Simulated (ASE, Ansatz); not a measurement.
# CdS(110) slab, H on both faces (150 atoms): support functions against a reference, part 2 of 2

Wanted: errors and times of a linear-scaling basis for CdS(110) slab, H on both faces (150 atoms). A setting counts as converged where the r.m.s. difference of forces stays under 1 % of the r.m.s. force.

Ansatz 0.2.0; Kohn-Sham DFT, PBE, PAW (set soft_2), plane waves.

The cell: 45 Cd, 45 S and 60 H. Caps of real hydrogen don't mimic the fractional bonds of a polar compound. Beside vacuum, support functions can miss their usual error bounds without a warning. Sampling is at Γ alone, for a cell whose shortest periodic width is 17 Å.

So far. Step 2 (Plane-wave single point): Mean Löwdin charges: Cd +1.24, H -0.15, S -0.79 e (they miss 0.92 % of the electrons, so they add up to more than the cell's charge).

## Step 3: Structure statistics (continued)

The surroundings of S32, which bears the longest force, nearest first, numbered as they follow in the input and with coordinates relative to it.

| atom | x | y | z | distance (Å) | bonds | Löwdin charge (e) | Fx | Fy | Fz (eV/Å) |
| --- | --- | --- | --- | --- | --- | --- | --- | --- | --- |
| S32 | 0.00 | 0.00 | 0.00 | 0.00 | 4 | -0.61 | 0.05 | 1.05 | 2.61 |
| H112 | -0.01 | -0.76 | -1.01 | 1.26 | 1 | 0.21 | -0.02 | -1.74 | -2.16 |
| Cd31 | -2.02 | 1.46 | 0.03 | 2.50 | 4 | 1.21 | -0.24 | 0.90 | -0.84 |
| Cd49 | 2.05 | 1.44 | 0.02 | 2.50 | 4 | 1.20 | 0.14 | 1.08 | -0.78 |
| Cd33 | 0.01 | -1.42 | 2.08 | 2.52 | 4 | 1.27 | -0.21 | -0.82 | 0.10 |
| H111 | -2.07 | 2.43 | -1.39 | 3.48 | 1 | -0.49 | 0.00 | 0.18 | -0.28 |
| H123 | 2.07 | 2.44 | -1.38 | 3.49 | 1 | -0.49 | 0.00 | 0.13 | -0.20 |
| S28 | 2.05 | -2.92 | 2.06 | 4.12 | 4 | -1.11 | -0.27 | -0.22 | 0.26 |
| S50 | 4.12 | -0.01 | 0.03 | 4.12 | 4 | -0.63 | -0.15 | -0.40 | 0.44 |
| H107 | 2.03 | -3.34 | -1.33 | 4.13 | 1 | -0.50 | 0.01 | 0.10 | -0.25 |
| S86 | -4.13 | 0.02 | 0.07 | 4.13 | 4 | -0.64 | 0.17 | -0.92 | -0.35 |
| S34 | -2.06 | 2.91 | 2.09 | 4.13 | 4 | -1.11 | -0.09 | -0.38 | 0.01 |
| S16 | -2.11 | -2.90 | 2.10 | 4.16 | 4 | -1.11 | 0.43 | -0.24 | -0.14 |
| S52 | 2.05 | 2.95 | 2.10 | 4.16 | 4 | -1.12 | 0.14 | -0.71 | -0.17 |
| S36 | -0.01 | 0.03 | 4.16 | 4.16 | 4 | -0.63 | 0.21 | -1.08 | 0.11 |
| H99 | -2.07 | -3.38 | -1.36 | 4.19 | 1 | -0.49 | 0.02 | 0.32 | -0.52 |

The column of bonds counts only the pairs H-Cd within 2.12 Å, H-S within 1.70 Å, Cd-S within 2.98 Å; other neighbours, such as metal atoms beside each other in a compound, aren't counted, and periodic images can show an atom twice.

## Step 4: Support functions medium

The cell is solved in localised support functions.

This step: Kohn-Sham DFT, PBE, PAW (set soft_2), localised support functions (medium) (Ansatz 0.2.0).

The input, input.yaml:

```yaml
crystal:
  lattice:
    - [20.56974, 0.0, 0.0]
    - [0.0, 17.454, 0.0]
    - [0.0, 0.0, 18.89004]
  atoms:
    [... the 150 atom lines of step 2 ...]
kpoints:
  mp_grid: { grid: [1, 1, 1] }
hamiltonian:
  xc: pbe
scf:
  occupations: { method: fermi_dirac, width: 0.025 }
  eigensolver: { kind: { support_functions: { accuracy: medium } } }
  mixing: { beta: 0.4 }
  max_iter: 150
output:
  forces: true
```

The run is started by

```console
ansatz run input.yaml --threads 32 --pin off --max-ram 92160MiB --backend cuda --events-out ev --progress --plain --runs-dir out --max-vram 78GiB
```

Numbers of over 12 decimals in the logs are rounded to 6 here.

Log:

```text
Warning: scf.eigensolver.kind.support_functions: disabling space-group detection — the functions' gradient is summed over unrotated k-points, so no spatial operation reduces the k-mesh or symmetrises the density; time reversal is kept, so that k and −k are solved as one point where they differ and the mesh holds both, and exact exchange and, on two spinor components, a DFT+U term hold to it where the run has them: [...]
settings of this run that can trade accuracy for cost: scf.eigensolver.kind.support_functions [...]
[...]
GPU FFT provider: cuFFT
GPU libraries: cuBLAS 13.8.1, cuFFT 12.4.0, cuSOLVER 12.3.2
[...]
Crystal: 150 atoms, lattice volume = 6781.982 Å³
Basis set: ecut = 420 eV, 132521 PW (Γ), exchange–correlation on 288×240×256 points (8 copies of the dense FFT grid, shifted against one another)
Bands: 738, of which v1, the nominal top of the filled ones, is band 615 counted from 1 (614 counted from 0)
Symmetry: 1 space group operations
k-points: 1
[...]
GPU buffer pool allocated for 2211840 grid points (all kernels)
[...]
SCF iter   1: F=—  HF=-412982.810382 eV  |F-HF|=—  |Δ(HF+E_count)|=         —  Δρ=3.85e-2  dr2=1.40e2  ethr=1.00e-1
[...]
SCF iter  13: F=-413008.517471 eV  HF=-413008.517471 eV  |F-HF|=1.80e-7  |Δ(HF+E_count)|=   8.02e-7  Δρ=4.22e-6  dr2=1.18e-6  ethr=1.22e-9
SCF 1 converged in 13 iterations: F = -413008.538881 eV  dr2 = 1.18e-6
[...]
SCF converged after 13 iterations
Stability not checked: this state was not tested for a lower state beside it, because the mixer in use, unlike msr1, does not test its closes by its own steps (another_mixer; see scf.mixing.algorithm and scf.lower_state_search)
Free energy (F): -413008.538881 eV
[...]
Internal energy: -413008.538881 eV  (E = F + TS)
E sigma→0 (E₀):  -413008.538881 eV
Fermi energy:    -0.261458 eV
[...]
--- Forces (eV/Å), atoms counted from 1 ---
[... 150 lines of forces left out ...]
  max |Σ_I F_I| component: 8.86e-3 eV/Å
--- Band table (eV) ---
[... left out ...]
  guard bands above this table: 106 of the run's 738 bands (output.publish_guard_bands: true publishes all)
```

The job ended after 5.2 s (1 × NVIDIA GB200 with 32 threads of Arm Neoverse V2, shared host; peak memory 2.1 GiB).

That memory is the host's; the program planned up to 6.7 GiB on the GPU.

The program notes that the band table was not solved further than the SCF left it and it switched symmetry off.

Keys that differ from the reference: support_functions.accuracy = "medium", scf.max_iter = 150 and scf.mixing.beta = 0.4.

Forces differ from the reference by 2.0 meV/Å r.m.s., 0.34 % of their size, within a tolerance of 1 %; the energy by -1.9 meV/atom. The two runs also began from different starting densities, which bears on cycles and time.

## Step 5: The ladder side by side

Each row is set against the plane-wave reference (Kohn-Sham DFT, PBE, PAW (set soft_2), plane waves; r.m.s. force component 0.569 eV/Å). Energies are set beside the reference only for runs with its functional, potentials and electron count. Times are for 1 × NVIDIA GB200 with 32 threads of Arm Neoverse V2, shared host. The reference's time includes the DOS, which some other runs skip.

| run | Δ force, r.m.s. (meV/Å) | share of r.m.s. force (%) | Δ energy (meV/atom) | Δ gap (eV) | cycles | time | host memory (GiB) | planned on the GPU (GiB) |
| --- | --- | --- | --- | --- | --- | --- | --- | --- |
| reference | - | - | - | - | 9 | 3.8 s | 2.1 | 14 |
| support functions medium | 1.96 | 0.345 | -1.86 | 4.0e-4 | 13 | 5.2 s | 2.1 | 6.7 |

## Step 6: What came out

```json
{
 "free energy per atom": "-2753.3884 eV/atom",
 "r.m.s. force component": "0.5687 eV/Å",
 "gap (highest filled to lowest empty level)": "2.05 eV",
 "wall time of the 2 DFT runs": "9.1 s"
}
```

Against plane waves at 420 eV, the forces differ by 2.0 meV/Å (0.34 %) with support functions medium. At 150 atoms the run with support functions medium takes roughly 1.4 times the time of plane waves (whose run also made extra analyses, so the like-for-like ratio is larger), in 13 SCF cycles against 9. Differences between support functions and plane waves include what basis error the plane-wave run still has.

Between filled and empty levels lie 2.05 eV at Γ alone; the mesh holds the band edges only if they fold onto it, so the gap at this level can be narrower or closed, and states at the surface or the caps may set it. By these cutoffs all Cd atoms have 4, all H atoms have 1 and all S atoms have 4 bonded neighbours.

Caveats: The geometry was built by rule, was displaced at random and isn't relaxed at this level: its force components are 0.57 eV/Å r.m.s.

[Logs are printed without paths, hosts, clocks, repeated set-up lines and the standing remarks that a program may print on its own settings, such as how far it seeks lower states.]

[Hosts, paths, dates, database ids (printed as entryN), source tags and the programs' standing remarks are cut or masked in the printed files.]
